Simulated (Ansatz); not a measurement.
An Ansatz input and the part of its output that reports the observables at the nuclei.

The cell is a structure deposited in the COD, relaxed with PBE at fixed cell and then changed (volume scaled by 0.94, ions relaxed).

```yaml
crystal:
  lattice:
    - [-3.2502667087, 3.2502667087, 3.2502667087]
    - [3.2502667087, -3.2502667087, 3.2502667087]
    - [3.2502667087, 3.2502667087, -3.2502667087]
  atoms:
    - { symbol: Si, position: [0.2033210781, 0.2033210781, 0.2033210781] }
    - { symbol: Si, position: [0.5, 0.0, 0.2966789219] }
    - { symbol: Si, position: [0.2966789219, 0.5, 0.0] }
    - { symbol: Si, position: [0.0, 0.2966789219, 0.5] }
    - { symbol: Si, position: [0.7966789219, 0.7966789219, 0.7966789219] }
    - { symbol: Si, position: [0.5, 0.0, 0.7033210781] }
    - { symbol: Si, position: [0.7033210781, 0.5, 0.0] }
    - { symbol: Si, position: [0.0, 0.7033210781, 0.5] }
kpoints:
  mp_grid: { grid: [10, 10, 10] }
scf:
  occupations: { method: fermi_dirac, width: 0.05 }
hamiltonian:
  xc: pbe
  pseudopotentials: { kind: paw }
output:
  forces: true
  stress: true
  populations: true
  efg: { contact_densities: true }
  write_density: true
  write_potential: true
  elf: true
  volumetric_format: npy
relax:
  f_tol: 0.02
  max_steps: 60
```

```sh
ansatz run input.yaml --threads 1 --pin off --max-ram 3072MiB --backend cpu --events-out ev --progress --plain --runs-dir out
```

The run relaxes the ions first, and the block belongs to the relaxed positions.

Of the output, the block on the nuclei alone is shown; the set-up, the SCF iterations, energies, forces and stress are cut.

```
--- PAW observables at the nuclei: V_zz in 10²¹ V/m², potentials from the cell's mean, atoms counted from 1 ---
  atom   1  Si V_zz =    -0.363615   η = 0.0000   by run symmetry: allowed
            electrostatic potential = -1360.380900 V   contact ρ = 12811.383439 e/Å³
  atom   2  Si V_zz =    -0.363615   η = 0.0000   by run symmetry: allowed
            electrostatic potential = -1360.380900 V   contact ρ = 12811.383439 e/Å³
  atom   3  Si V_zz =    -0.363615   η = 0.0000   by run symmetry: allowed
            electrostatic potential = -1360.380900 V   contact ρ = 12811.383439 e/Å³
  atom   4  Si V_zz =    -0.363615   η = 0.0000   by run symmetry: allowed
            electrostatic potential = -1360.380900 V   contact ρ = 12811.383439 e/Å³
  atom   5  Si V_zz =    -0.363615   η = 0.0000   by run symmetry: allowed
            electrostatic potential = -1360.380900 V   contact ρ = 12811.383439 e/Å³
  atom   6  Si V_zz =    -0.363615   η = 0.0000   by run symmetry: allowed
            electrostatic potential = -1360.380900 V   contact ρ = 12811.383439 e/Å³
  atom   7  Si V_zz =    -0.363615   η = 0.0000   by run symmetry: allowed
            electrostatic potential = -1360.380900 V   contact ρ = 12811.383439 e/Å³
  atom   8  Si V_zz =    -0.363615   η = 0.0000   by run symmetry: allowed
            electrostatic potential = -1360.380900 V   contact ρ = 12811.383439 e/Å³
```

The relaxation (4 steps) took 24 s of wall time (24 s of CPU time) and 0.51 GiB at its peak, on 1 thread of Intel Xeon 6975P-C (Granite Rapids) (x86_64; 16 cores open to the job, memory cap 3.0 GiB, no GPU), a shared host with a load of 0.5 a core.

With no gap above 0.1 eV, as in a metal, the gradients converge slowly in k; expect changes of a tenth or more on a denser mesh. Semilocal functionals make gaps too small and can close them, so the real compound need not be a metal. At this changed cell the PBE pressure is 7 GPa.
